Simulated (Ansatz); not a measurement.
## Varying the input for Sr

The reference input for Ansatz (plane-wave DFT with PAW):

```yaml
crystal:
  lattice:
    - [3.7437411953, -2.1636345507, 0.0]
    - [3.7437411953, 2.1636345507, 0.0]
    - [-2.5249313947, 0.0, 10.5801523658]
  atoms:
    - { symbol: Sr, position: [0.0, 0.0, 0.5] }
    - { symbol: Sr, position: [0.22234435, 0.22234435, 0.16667078] }
    - { symbol: Sr, position: [0.77765565, 0.77765565, 0.83332922] }
basis:
  ecutwfc: 420
kpoints:
  mp_grid: { grid: [4, 4, 2] }
hamiltonian:
  xc: pbe
scf:
  occupations: { method: gaussian, width: 0.1 }
output:
  forces: true
  stress: true
  eigenvalues: true
```

Command:

```bash
ansatz run input.yaml --threads 1 --pin off --max-ram 1331MiB --backend cpu --events-out ev --progress --plain --runs-dir out
```

The run converges in 6 SCF iterations on 14 irreducible k-points: pressure -0.38 GPa, largest force 0.018 eV/Å, no gap.

Settings here are deliberately varied, not converged. Each trial's input is given as a difference from the reference's; energies are extrapolated to zero smearing where there is one, and pressure is positive in compression. Charged cells sit in a uniform background, and their pressures hang on that convention.

Trial 1 (one atom moved):

```diff
 crystal:
   atoms:
-    - { symbol: Sr, position: [0.22234435, 0.22234435, 0.16667078] }
+    - { symbol: Sr, position: [0.229022162, 0.229022162, 0.16667078] }
 kpoints:
-  mp_grid: { grid: [4, 4, 2] }
+  mp_grid: { kspacing: 1.1 }
 scf:
-  occupations: { method: gaussian, width: 0.1 }
+  occupations: { method: methfessel_paxton, width: 0.0066 }
+  n_extra_bands: 30
```

The run converges in 8 SCF iterations on 3 irreducible k-points: energy 20.4 meV per atom below the reference, pressure -1.52 GPa, largest force 0.018 eV/Å, gap on the sampled k-points 0.62 eV (the reference is a metal, so it comes from the sampling or the changed settings).

Trial 2 (volume scaled):

```diff
 crystal:
   lattice:
-    - [3.7437411953, -2.1636345507, 0.0]
-    - [3.7437411953, 2.1636345507, 0.0]
-    - [-2.5249313947, 0.0, 10.5801523658]
+    - [3.6957067999, -2.1358738503, 0.0]
+    - [3.6957067999, 2.1358738503, 0.0]
+    - [-2.4925350439, 0.0, 10.4444028052]
+total_charge: 0.25
-basis:
-  ecutwfc: 420
+basis: {}
 kpoints:
-  mp_grid: { grid: [4, 4, 2] }
+  mp_grid: { kspacing: 1.1 }
 hamiltonian:
+  pseudopotentials: { kind: nc }
```

The run converges in 8 SCF iterations on 3 irreducible k-points: at 925 eV, the cutoff that these potentials take when none is typed, pressure -0.56 GPa (with the neutralising background of the charged cell), largest force 0.036 eV/Å, no gap.

Trial 3:

```diff
 basis:
+  precision: f64
 hamiltonian:
-  xc: pbe
+  xc: blyp
```

The run converges in 7 SCF iterations on 14 irreducible k-points: pressure -0.16 GPa, largest force 0.023 eV/Å, no gap. Forces of BLYP on these PAW sets can be off by 10 %.